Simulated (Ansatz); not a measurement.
GaN, space group Fm-3m, a phonon calculation by linear response

With Ansatz 0.2.0 through its Python package.

Notebook, run cell by cell (the value of a cell's last expression is shown):

In [1]:
```python
from pathlib import Path

import ansatz as az
import numpy as np
```

In [2]:
```python
vectors = np.array([
    [0.0, 2.135235, 2.135235],
    [2.135235, 0.0, 2.135235],
    [2.135235, 2.135235, 0.0],
])
system = (
    az.Lattice.of(vectors)
    .atom('Ga', (0.0, 0.0, 0.0))
    .atom('N', (0.5, 0.5, 0.5))
)
```

In [3]:
```python
len(system.resolved().sites)
```
Out [3]:
```text
2
```

In [4]:
```python
base = system.calculation()
base = base.functional(az.Functional.LDA).accuracy('low')
base = base.occupations('Methfessel-Paxton').eigensolver('davidson', mixed_precision=False)
base = base.scf(tolerance=1e-09)
base = base.kpoints(8, 8, 8)
base = base.phonons('dfpt', points=[(0, 0, 0), (0.5, 0, 0), (0.5, 0, 0.5)])
done = base.run(threads=1, pin='off', runs_dir='runs')
ph = done.phonons
```
```text
DeckWarning: basis.ecutwfc = 420 eV, auto-derived from the records' recommended cutoffs: set by Ga (normal level)
```

In [5]:
```python
for q in ph.qpoints:
    print('q =', np.round(q.q_frac, 3), '1/cm:', ' '.join(f'{w:.1f}' for w in q.omega_inv_cm))
```
```text
q = [0. 0. 0.] 1/cm: -0.0 -0.0 0.0 153.4 153.4 153.4
q = [0.5 0.  0. ] 1/cm: -214.7 -214.7 131.2 131.2 353.7 583.6
q = [0.5 0.  0.5] 1/cm: 144.0 144.0 223.3 357.3 357.3 514.7
```

What to keep in mind:
- The settings weren't tested for convergence.
- The cell isn't relaxed first, so the values belong to this volume.
- Cold and Methfessel-Paxton smearing aren't meant for a gap as narrow as their width.
- A negative frequency stands for an imaginary mode.
- The gap on the mesh is very small: a semilocal functional closes or nearly closes the gap of many narrow semiconductors.
- This is a high-temperature or high-pressure form, not the ambient phase.
- No non-analytic term is added, so at the zone centre the longitudinal optical modes of a polar crystal aren't split off.
- The structure comes from a database of computed cells and needn't be a stable or known phase.
- Warnings are shown shortened and without file and line.
- The structure is taken as given; imaginary modes can come from an unrelaxed or unstable start.
- Run time: 25 s on 1 thread of Intel(R) Xeon(R) Processor @ 2.30GHz, on a shared host, peak memory 0.64 GiB.
